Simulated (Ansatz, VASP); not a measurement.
## One calculation of Mg, two programs

```
Mg
1.0
     3.19787    0.00000    0.00000
    -1.59893    2.76943    0.00000
     0.00000    0.00000   10.38720
Mg
4
Direct
  0.66667 0.33333 0.75000
  0.00000 0.00000 0.50000
  0.33333 0.66667 0.25000
  0.00000 0.00000 0.00000
```

Alike in both runs: task single point; functional PBE; k mesh 10 × 10 × 3; occupations fermi-dirac, width 0.05 eV; no spin polarisation.

```csv
,VASP,Ansatz
version,VASP 6.6.1,Ansatz 0.2.0
potentials or method,"VASP PAW PBE potentials, release 64 (Mg)",Ansatz PAW
plane-wave cutoff (eV),520,420
valence electrons in the cell,8,40
```

|  | VASP | Ansatz | Ansatz less VASP |
| --- | --- | --- | --- |
| gap on the k mesh at the Fermi level (eV) | none | none | - |
| pressure (GPa) | 0.0 | 0.2 | +0.12 |
| largest component of the traceless stress (GPa) | 0.62 | 0.63 | +0.001 |

A gap of «none» marks a metal or a gap that the smearing closes. The two sets of potentials don't hold the same shells in valence.
